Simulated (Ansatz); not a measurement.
Crystal: MgB2.

```
CELL_PARAMETERS angstrom
3.08500 0.00000 0.00000
-1.54250 2.67169 0.00000
0.00000 0.00000 3.52300
ATOMIC_POSITIONS crystal
Mg 0.00000 0.00000 0.00000
B 0.66667 0.33333 0.50000
B 0.33333 0.66667 0.50000
```

| Quantity | Value |
| --- | --- |
| Program | Ansatz 0.2.0 |
| Task | relaxation of cell and atoms |
| Functional | PBE |
| Dispersion | D4 |
| Potentials or basis | Ansatz PAW |
| Cutoff | 420 eV (not typed: the program's choice for these potentials) |
| k mesh | 10 × 10 × 8 |
| Occupations | fermi-dirac, width 0.05 eV |
| Spin | no spin polarisation |

At the start: volume 9.68 Å³/atom.

**Question.** Where does the relaxation end?

**Answer.** It ends after 5 steps and the volume is 9.34 Å³/atom (-3.5 %); space group P6/mmm (No. 191, to 0.05 Å).

The path:
```
step  energy change (eV)  largest force (eV/Å)  volume (Å³)
   1              0.0000                0.0000        29.04
   2             -0.0158                0.0000        28.32
   3             -0.0177                0.0000        28.00
   4             -0.0177                0.0000        28.02
   5             -0.0166                0.0000        28.02
```

Final structure:
```
Mg B
1.0
     3.06114    0.00000    0.00000
    -1.53057    2.65103    0.00000
     0.00000    0.00000    3.45287
Mg B
1 2
Direct
  0.00000 0.00000 0.00000
  0.66667 0.33333 0.50000
  0.33333 0.66667 0.50000
```

Caveat: the plane-wave basis is chosen anew once the cell has moved, so the energies of steps on either side of that aren't comparable; pairwise dispersion overbinds metals, which lowers pressure and volume.
